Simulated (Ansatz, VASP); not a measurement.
**Two plane-wave programs on HfO2**

File INCAR:

```
SYSTEM = HfO2
PREC = Accurate
ENCUT = 600
EDIFF = 1E-6
ISMEAR = 0
SIGMA = 0.02
LREAL = .FALSE.
LASPH = .TRUE.
NELM = 100
ALGO = Normal
ISIF = 3
LWAVE = .FALSE.
LCHARG = .FALSE.
GGA = PE
IVDW = 12
IBRION = 2
NSW = 100
EDIFFG = -0.005
```

File KPOINTS:

```
Automatic mesh
0
G
  8 8 8
  0 0 0
```

File POSCAR:

```
HfO2
1.0
    0.0000000000      2.5575000000      2.5575000000
    2.5575000000      0.0000000000      2.5575000000
    2.5575000000      2.5575000000      0.0000000000
Hf O
1 2
Direct
    0.0000000000      0.0000000000      0.0000000000
    0.2500000000      0.2500000000      0.2500000000
    0.7500000000      0.7500000000      0.7500000000
```

Input for Ansatz:

```yaml
crystal:
  lattice:
    - [0.0, 2.5575, 2.5575]
    - [2.5575, 0.0, 2.5575]
    - [2.5575, 2.5575, 0.0]
  atoms:
    - { symbol: Hf, position: [0.0, 0.0, 0.0] }
    - { symbol: O, position: [0.25, 0.25, 0.25] }
    - { symbol: O, position: [0.75, 0.75, 0.75] }
basis:
  ecutwfc: 420
kpoints:
  mp_grid: { grid: [8, 8, 8] }
hamiltonian:
  xc: pbe
  dispersion: d3bj
scf:
  occupations: { method: gaussian, width: 0.02 }
output:
  forces: true
  stress: true
  eigenvalues: true
  write_density: true
  write_potential: true
  elf: true
  volumetric_format: npy
relax:
  adjacent_minimum: "off"
  f_tol: 0.005
  max_steps: 80
  cell: { stress_tol: 0.05 }
```

Measurements of this composition are mostly on another form, of space group No. 14.

Alike in both runs: task relaxation of cell and atoms; functional PBE; dispersion D3(BJ); k mesh 8 × 8 × 8; occupations gaussian, width 0.02 eV; no spin polarisation.

|  | VASP | Ansatz |
| --- | --- | --- |
| version | VASP 6.6.1 | Ansatz 0.2.0 |
| potentials or method | VASP PAW PBE potentials, release 64 (Hf_pv, O) | scalar-relativistic, plane waves, PAW |
| plane-wave cutoff (eV) | 600 | 420 |
| valence electrons in the cell | 22 | 38 |

VASP gave:

```
gap on the k mesh at the Fermi level, each at its own relaxed structure (eV) : 3.84
relaxed volume (Å³/atom)                                                     : 10.70
relaxed cell length with the largest relative difference (Å)                 : 3.568
energy change over the relaxation (meV/atom)                                 : -14
```

**Question.** What did Ansatz give for the same quantities?

**Answer.** gap on the k mesh at the Fermi level, each at its own relaxed structure (eV): 3.78; relaxed volume (Å³/atom): 10.88; relaxed cell length with the largest relative difference (Å): 3.587; energy change over the relaxation (meV/atom): -5.

The two sets of potentials don't hold the same shells in valence.

Caveats: spin-orbit coupling is left out, which moves the levels of the heavy elements. A k mesh can miss the band edges. PBE gaps usually lie below the measured ones, often by a third to a half.
